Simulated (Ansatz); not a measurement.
## Sb: computed properties

Theory: DFT PBE, scalar-relativistic, plane waves, PAW (Ansatz).

Cutoff 420 eV; k points 12×12×6 on the computed 4-atom cell (Γ-centred); Gaussian smearing, width 0.10 eV; no spin polarisation.

The structure is relaxed at this level of theory with its symmetry kept, and needn't be the ground state of this composition.

```
CELL_PARAMETERS angstrom
4.25244 0.00000 0.00000
-2.12622 3.68272 0.00000
0.00000 0.00000 9.70577
ATOMIC_POSITIONS crystal
Sb 0.00000 0.00000 0.78921
Sb 0.00000 0.00000 0.21079
Sb 0.33333 0.66667 0.62699
Sb 0.66667 0.33333 0.37301
```

| Property | Result |
| --- | --- |
| Space group | P-3m1 (No. 164) |
| Volume per atom | 38.00 Å³ |
| Energy over the standard state (uncorrected) | +0.050 eV/atom |
| Kohn–Sham band gap | none (metal) |
| Density of states at the Fermi level | 0.5 states/eV per cell |
| Orbital (Löwdin) character within 0.5 eV of the Fermi level | Sb 5p 83 %, Sb 5s 13 %, unprojected 5 % |
| Bader charge by site (e) | Sb (2 in the cell) -0.01, Sb (2 in the cell) 0.01 |

Spin-orbit coupling is left out, which matters for the bands of heavy elements. The cell holds layers, chains or molecules and no dispersion correction was added, so their binding is poorly described.

The cell was found from a structure generator's guess, not taken from experiment. Löwdin shares on free-atom orbitals overweight diffuse shells.
